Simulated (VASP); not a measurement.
Input of a VASP 6.6.1 run:

Contents of POSCAR:

```
GaN
1.0
    0.0000000000      2.1352350000      2.1352350000
    2.1352350000      0.0000000000      2.1352350000
    2.1352350000      2.1352350000      0.0000000000
Ga N
1 1
Direct
    0.0000000000      0.0000000000      0.0000000000
    0.5000000000      0.5000000000      0.5000000000
```

INCAR.step1

```
SYSTEM = GaN
PREC = Accurate ; ENCUT = 700
EDIFF = 1E-8 ; ISMEAR = 0
SIGMA = 0.02 ; LREAL = .FALSE.
LASPH = .TRUE. ; NELM = 80
ALGO = Normal ; ISIF = 3
LWAVE = .FALSE. ; LCHARG = .FALSE.
METAGGA = R2SCAN ; LMIXTAU = .TRUE.
IBRION = 2 ; NSW = 40
EDIFFG = -0.002
```

The input INCAR.step2:

```
SYSTEM = GaN
PREC = Accurate ; ENCUT = 700
EDIFF = 1E-8 ; ISMEAR = 0
SIGMA = 0.02 ; LREAL = .FALSE.
LASPH = .TRUE. ; NELM = 80
ALGO = Normal ; ISIF = 3
LWAVE = .FALSE. ; LCHARG = .FALSE.
METAGGA = R2SCAN ; LMIXTAU = .TRUE.
IBRION = 6 ; NFREE = 2
POTIM = 0.015 ; NSW = 1
```

File KPOINTS:

```
regular mesh
0
G
  18 18 18
  0 0 0
```

Potentials or basis: VASP PAW PBE potentials, release 64 (Ga_d, N).

Command:

```console
$ cat potpaw_PBE.64/Ga_d/POTCAR potpaw_PBE.64/N/POTCAR > POTCAR
$ cp INCAR.step1 INCAR
$ mpirun -np 1 vasp_std > vasp.out
$ cp CONTCAR POSCAR
$ cp INCAR.step2 INCAR
$ mpirun -np 1 vasp_std > vasp.out
```

Task: What does it give for the elastic constants C11, C12, C44?

Result: 374, 179, 231 GPa.

Task: What does it give for the Voigt bulk modulus?

Result: 244 GPa.

Task: Predict the highest phonon frequency at Γ, LO-TO splitting left out.

Result: 258 cm⁻¹.

Task: What does it give for the space group after relaxing (to 0.05 Å)?

Result: Fm-3m (No. 225).

Phonon frequencies in cm⁻¹ (negative: imaginary):
```tsv
q point	frequencies
(0.000, 0.000, 0.000)	-4 -4 -4 258 258 258
```

Caveat: the PAW data sets were made with another functional, which shifts forces and pressure a little.
